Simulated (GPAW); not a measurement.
Set up this calculation in GPAW 26.7.0, as an ASE script.

| Property | Result |
| --- | --- |
| Task | band structure |
| Functional | PBEsol |
| Potentials or basis | PAW data sets generated in the run's folder for this functional |
| Cutoff | 800 eV |
| Basis | pw |
| k mesh | 8 × 8 × 5 |
| Occupations | fermi-dirac, width 0.05 eV |
| Spin | collinear spin, ferromagnetic start |
| Starting moments | [1.0, 0.0, 0.0] μB |
| Maxiter | 150 |
| Band path | GMKGALHA,LM,KH |
| Band points | 60 |

The system is NiO2.

```
CELL_PARAMETERS angstrom
2.79878 0.00000 0.00000
-1.39939 2.42382 0.00000
0.00000 0.00000 4.61827
ATOMIC_POSITIONS crystal
Ni 0.00000 0.00000 0.50000
O 0.33333 0.66667 0.29396
O 0.66667 0.33333 0.70604
```

The cell comes from a database or a generator and needn't be the stable form of this composition.

One way to write it, as run:

run.py

```python
from ase import Atoms
from ase.dft.bandgap import bandgap
from ase.io import write
from ase.units import GPa
from gpaw import GPAW, PW, setup_paths

setup_paths.insert(0, '.')

atoms = Atoms(['Ni', 'O', 'O'],
              cell=[[2.798781865, 0.0, 0.0],
                    [-1.3993909325, 2.4238161948, 0.0],
                    [0.0, 0.0, 4.618273]],
              scaled_positions=[[0.0, 0.0, 0.5],
                                [0.3333333333, 0.6666666667, 0.293961],
                                [0.6666666667, 0.3333333333, 0.706039]],
              pbc=True)
atoms.set_initial_magnetic_moments([1.0, 0.0, 0.0])

calc = GPAW(mode=PW(800),
            xc='PBEsol',
            kpts={'size': (8, 8, 5), 'gamma': True},
            occupations={'name': 'fermi-dirac', 'width': 0.05},
            nbands=26,
            convergence={'density': 1e-05, 'energy': 1e-05},
            maxiter=150,
            txt='gpaw.txt')
atoms.calc = calc
energy = atoms.get_potential_energy()
forces = atoms.get_forces()
stress = atoms.get_stress()
calc.write('gs.gpw')
write('result.traj', atoms)
print(f'Energy: {energy:.6f} eV')
print('Forces (eV/A):')
print(forces.round(4))
print('Stress (GPa):', (stress / GPa).round(3))
print('Moments:', calc.get_magnetic_moments().round(3))
print('Fermi level:', round(calc.get_fermi_level(), 4), 'eV')
print(f'Gap: {bandgap(calc)[0]:.4f} eV, direct: {bandgap(calc, direct=True)[0]:.4f} eV')

path = atoms.cell.bandpath('GMKGALHA,LM,KH', npoints=60, eps=1e-4)
bs_calc = calc.fixed_density(kpts=path, symmetry='off', nbands=38,
                             convergence={'bands': 'CBM+6.0', 'eigenstates': 1e-6}, txt='bands.txt')
bs = bs_calc.band_structure()
bs.write('bs.json')
print(f'Gap on the path: {bandgap(bs_calc)[0]:.4f} eV')
```

Potentials or basis: PAW data sets generated in the run's folder for this functional, pw.

Run with:

```bash
$ gpaw-setup -f PBEsol Ni O
$ OMP_NUM_THREADS=1 python run.py
```

Results of the run:

| Quantity | Value |
| --- | --- |
| Pressure | -0.9 GPa |
| Largest force | 0.197 eV/Å |
| Band gap on the k mesh | 0.98 eV, indirect (least direct gap 1.21 eV) |
| Band gap along the path | 1.07 eV, indirect (least direct gap 1.36 eV) |
| Net moment | 0.00 μB per cell |

Caveat: the stock nickel data set gives pressures a few GPa off other programs; the run has no moments, though such compounds are often magnetic; a magnetic state may lie lower.

Wall time 3 min on 1 thread of Arm Neoverse N1 (shared host), peak memory 0.39 GiB.
